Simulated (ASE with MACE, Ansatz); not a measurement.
# Hydroxylated alpha-Al2O3(0001) and GeCl4: energies of the steps

Which steps of the reaction of GeCl4 with hydroxylated alpha-Al2O3(0001) release energy, and how far does that hang on the level of theory?

Calculated with Ansatz 0.2.0: Kohn-Sham DFT, PBE+D3(BJ), PAW (set soft_2), plane waves; cutoff 420 eV, fermi-dirac smearing of 0.025 eV (for the slabs). Every cell is relaxed with this functional, then solved at fixed geometry with r2SCAN+D4, PBE+D3(BJ) on a denser mesh, PBE, RPBE+D3(BJ) and HSE06+D3(BJ). Cutoffs: 420 eV for PBE+D3(BJ), PBE, RPBE+D3(BJ) and HSE06+D3(BJ); 500 eV for r2SCAN+D4.

**The cells**

The cell holds 76 atoms: 16 Al, 36 O and 24 H. Cell: a = 9.580 Å, b = 9.580 Å, c = 22.300 Å, α = 90.0°, β = 90.0°, γ = 120.0°. It derives from Al2O3 (hydroxylated alpha-Al2O3(0001)). The starting structure: Corundum (0001), 2 x 2 cells, three layers of O, the outer two all OH (lattice constants typed as starting values near PBE's), about 15 Å of vacuum, lower atoms held. Vacuum lies along c. 32 atoms are held.

- GeCl4 on hydroxylated alpha-Al2O3(0001): one whole molecule of GeCl4 lowered over an O-H group, eased by MACE.
- GeCl4 after losing HCl on hydroxylated alpha-Al2O3(0001): the H of one O-H group replaced by the Ge fragment of GeCl4 less one ligand, eased by MACE.
- GeCl4 fragment with one ligand changed to OH on hydroxylated alpha-Al2O3(0001): the bound fragment with one more ligand replaced by OH, eased by MACE.

Molecules sit alone in boxes of 12 to 15 Å, at Γ at every level, with a smearing of 0.01 eV.

The input of the single point on the relaxed bare surface:

```yaml
crystal:
  lattice:
    - [9.58, 0.0, 0.0]
    - [-4.79, 8.29652, 0.0]
    - [0.0, 0.0, 22.3]
  atoms:
    - { symbol: Al, position: [0.00466, 0.99967, 0.14506] }
    - { symbol: Al, position: [0.34142, 0.17341, 0.22808] }
    - { symbol: Al, position: [0.17243, 0.33447, 0.1296] }
    - { symbol: Al, position: [0.17153, 0.3337, 0.24452] }
    [... 70 atom lines left out ...]
    - { symbol: H, position: [0.75832, 0.74072, 0.31756] }
    - { symbol: H, position: [0.75941, 0.51138, 0.31848] }
kpoints:
  mp_grid: { grid: [1, 1, 1] }
hamiltonian:
  xc: pbe
  dispersion: d3bj
scf:
  occupations: { method: fermi_dirac, width: 0.025 }
output:
  forces: true
  populations: true
  dos:
    method: { smearing: { sigma: 0.08 } }
    de: 0.1
    projected:
      site_lists:
        Al: [Al]
        H: [H]
        O: [O]
        slab: [... 76 sites ...]
  eigenvalues: true
  write_density: true
  write_potential: true
  volumetric_format: npy
```

| cell | formula | k-mesh | relaxation steps | gain on relaxing (eV) | free energy, PBE+D3(BJ) (eV) | Kohn-Sham gap (eV) | time of its runs on this page |
| --- | --- | --- | --- | --- | --- | --- | --- |
| hydroxylated alpha-Al2O3(0001) | Al16H24O36 | 1×1×1 | 3 | 0.02 | -29478.692 | 4.34 | 4.9 min |
| GeCl4 on hydroxylated alpha-Al2O3(0001) | Al16GeH24Cl4O36 | 1×1×1 | 10 | 0.17 | -38096.972 | 1.64 | 6.7 min |
| GeCl4 after losing HCl on hydroxylated alpha-Al2O3(0001) | Al16GeH23Cl3O36 | 1×1×1 | 9 | 0.15 | -37000.289 | 2.68 | 6.5 min |
| GeCl4 fragment with one ligand changed to OH on hydroxylated alpha-Al2O3(0001) | Al16GeH24Cl2O37 | 1×1×1 | 29 | 0.25 | -36503.009 | 3.00 | 9.2 min |
| GeCl4 | GeCl4 | 1×1×1 | 4 | 0.01 | -8617.808 | 4.44 | 71 s |
| H2O | H2O | 1×1×1 | 4 | 0.15 | -599.231 | 6.23 | 34 s |
| HCl | HCl | 1×1×1 | 4 | 0.03 | -1096.239 | 6.80 | 33 s |

The gap is that between the highest filled and lowest empty Kohn-Sham level; a dash marks none computed or no clear gap. Times come from shared hosts and are rough.

**Reaction energies**

Products less reactants, from the free energies above and their like at the other levels, in eV; negative values release energy:

| change | PBE+D3(BJ) | r2SCAN+D4 | PBE+D3(BJ), denser mesh | PBE | RPBE+D3(BJ) | HSE06+D3(BJ) |
| --- | --- | --- | --- | --- | --- | --- |
| adsorption of GeCl4 | -0.47 | -0.42 | -0.48 | 0.01 | -0.50 | -0.55 |
| ligand exchange: surface + GeCl4 → bound fragment + HCl | -0.03 | -0.01 | -0.04 | 0.56 | -0.18 | -0.14 |
| co-reactant step: bound fragment + H2O → OH + HCl | 0.27 | 0.19 | 0.27 | 0.20 | 0.45 | 0.29 |

Worked for the first row at PBE+D3(BJ): (-38096.972) − (-29478.692) − (-8617.808) = -0.472 eV (from unrounded energies).

**What the relaxations did**

Bonds are pairs closer than 1.18 times the sum of covalent radii, pairs of two metal atoms left out; a bond counts as made or broken only if it crosses from under that bound to over 1.3 times, or back. All concern the added atoms.

| cell | bonds to the surface at the end | nearest contact (Å) | made in DFT | broken in DFT | largest move (Å) |
| --- | --- | --- | --- | --- | --- |
| GeCl4 on hydroxylated alpha-Al2O3(0001) | none | Cl–H 2.61 | none | none | 0.79 |
| GeCl4 after losing HCl on hydroxylated alpha-Al2O3(0001) | 1 Ge–O | Ge–O 1.73 | none | none | 0.45 |
| GeCl4 fragment with one ligand changed to OH on hydroxylated alpha-Al2O3(0001) | 1 Ge–O | Ge–O 1.73 | none | none | 2.43 |

**Findings**

Row 1 releases 0.47 eV at PBE+D3(BJ). The molecule stays whole, with no bond to the surface by this rule. At the same geometries the levels give -0.55 (HSE06+D3(BJ)) to 0.01 eV (PBE), the denser mesh leaves it within 0.01 eV and the D3 term supplies -0.48 eV of it. Row 2 releases 0.03 eV at PBE+D3(BJ). At the same geometries the levels give -0.18 (RPBE+D3(BJ)) to 0.56 eV (PBE), so its sign hangs on the dispersion term, the denser mesh leaves it within 0.01 eV and the D3 term supplies -0.59 eV of it. Row 3 costs 0.27 eV at PBE+D3(BJ). At the same geometries the levels give 0.19 (r2SCAN+D4) to 0.45 eV (RPBE+D3(BJ)), the denser mesh leaves it within 0.01 eV and the D3 term supplies +0.08 eV of it. Counted from the adsorbed state, the exchange costs 0.44 eV, with the by-product taken away as gas. The starting surface has a Kohn-Sham gap of 4.34 eV; with GeCl4 on hydroxylated alpha-Al2O3(0001) it falls to 1.64 eV, so the added atoms bring levels into the gap.

Limits: These are static energies with no barriers, zero-point energy or heat. Where a gas molecule is taken up, its entropy is lost, which at room temperature and above is worth several tenths of an eV to over 1 eV a molecule and isn't counted. All slabs, the starting one too, were first eased by a machine-learned potential, and one starting arrangement a cell was relaxed; others may lie lower. Only one face is changed, and the cells carry no dipole correction. Levels with D3 or D4 differ in the size of their dispersion terms as well as in the functional. In some runs the program notes that the exchange-correlation potential is rough where the density is thin.

[Logs are printed without paths, hosts, clocks, repeated set-up lines and the standing remarks that a program may print on its own settings, such as how far it seeks lower states.]

[Hosts, paths, dates, database ids (printed as entryN), source tags and the programs' standing remarks are cut or masked in the printed files.]
